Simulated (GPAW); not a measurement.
The system is Al2O3.

```
Al O
1.0
     4.61378    0.00000    0.00000
     0.00000    9.56328    0.00000
     0.00000    0.00000    3.11986
Al O
4 6
Direct
  0.98298 0.82457 0.00000
  0.01702 0.17543 0.00000
  0.48297 0.67543 0.50000
  0.51702 0.32457 0.50000
  0.50000 0.50000 0.50000
  0.12363 0.75305 0.50000
  0.37637 0.25305 0.00000
  0.62364 0.74695 0.00000
  0.00000 0.00000 0.00000
  0.87636 0.24695 0.50000
```

Measurements of this composition are mostly on another form, of space group No. 167.

Program: GPAW 26.7.0. Alike in all runs: no spin polarisation; cell as given; the mesh is coarse, so values aren't converged.

Question: Order these runs on this cell by their band gap on the k mesh, lowest first.
A. level LDA; potentials or basis the program's PAW data sets (release 1.2.1) made for this functional, pw; k mesh 4 × 2 × 6; cutoff (eV) 600; smearing fermi-dirac 0.001 eV; response ecut 80 eV; maxiter 150; response k mesh 2 × 2 × 3; response bands 104; kernels ["RPA"]
B. level PBE; potentials or basis GPAW PAW data sets (gpaw-data 1.2.1), pw; k mesh 4 × 2 × 5; cutoff (eV) 650; smearing fermi-dirac 0.05 eV; maxiter 120
C. level GLLB-SC; potentials or basis the program's PAW data sets (release 1.2.1) made for this functional, pw; k mesh 4 × 2 × 5; cutoff (eV) 650; smearing fermi-dirac 0.001 eV; response ecut 80 eV; maxiter 150; response k mesh 2 × 2 × 3; response bands 104; kernels ["RPA"]

Answer: A (3.40 eV), B (3.55 eV), C (5.10 eV).

Caveats: some runs use coarse meshes; the long-wavelength limit can be off by a per cent or two (some runs); an odd mesh through Γ misses points on the zone boundary, where band edges often lie (some runs); a model potential gives levels but no total energy (some runs); response on these states lacks terms of the Hamiltonian (some runs).
